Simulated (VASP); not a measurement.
Set up this calculation in VASP 6.6.1, as the native input.

```yaml
Task: relaxation of cell and atoms
Functional: PBE
Potentials_or_basis: VASP PAW PBE potentials, release 64 (Ba_sv, S)
Cutoff: 600 eV
k_mesh: 8 × 8 × 8
Occupations: gaussian, width 0.02 eV
Spin: no spin polarisation
Dipole_correction: no
Further_INCAR_settings: ALGO = Normal; EDIFF = 1e-06; IBRION = 2; EDIFFG = -0.005; NSW = 100; ISIF = 3
```

The structure of BaS lies in POSCAR:

```
BaS
1.0
    0.0000000000      3.1937500000      3.1937500000
    3.1937500000      0.0000000000      3.1937500000
    3.1937500000      3.1937500000      0.0000000000
Ba S
1 1
Direct
    0.0000000000      0.0000000000      0.0000000000
    0.5000000000      0.5000000000      0.5000000000
```

The input as run:

INCAR

```
PREC     = Accurate       # precision mode
ENCUT    = 600            # plane-wave cutoff, eV
EDIFF    = 1E-6           # SCF threshold, eV
ISMEAR   = 0              # smearing method
SIGMA    = 0.02           # smearing width, eV
LREAL    = False          # projectors in reciprocal space
LASPH    = True           # aspherical terms in the spheres
NELM     = 100            # most SCF steps
ALGO     = Normal         # electronic algorithm
ISIF     = 3              # what is computed and relaxed
LWAVE    = False          # write WAVECAR
LCHARG   = False          # write CHGCAR
GGA      = PE             # functional
IBRION   = 2              # ionic algorithm
NSW      = 100            # ionic steps
EDIFFG   = -0.005         # ionic threshold
```

KPOINTS

```
Automatic mesh
0
Gamma
  8 8 8
```

Potentials or basis: VASP PAW PBE potentials, release 64 (Ba_sv, S).

Command:

```console
$ cat potpaw_PBE.64/Ba_sv/POTCAR potpaw_PBE.64/S/POTCAR > POTCAR
$ mpirun -np 1 vasp_std > vasp.out
```

It gave:

| Item | Value |
| --- | --- |
| Relaxed volume | 33.65 Å³/atom |
| Relaxed cell | a = 4.566 Å, b = 4.566 Å, c = 4.566 Å, α = 60.00°, β = 60.00°, γ = 60.00° |
| Space group after relaxing (to 0.05 Å) | Fm-3m (No. 225) |
| Energy gained by relaxing | 4.7 meV/atom |
| Ionic steps | 3 |
| Pressure after relaxing | 0.0 GPa |
| Band gap on the k mesh | 2.16 eV, indirect (least direct gap 2.31 eV) |

Caveat: spin-orbit coupling is left out, which moves the levels of the heavy elements.

Wall time 98 s on 1 thread of Intel(R) Xeon(R) Platinum 8375C CPU @ 2.90GHz (Ice Lake), on a shared host, peak memory 0.22 GiB.
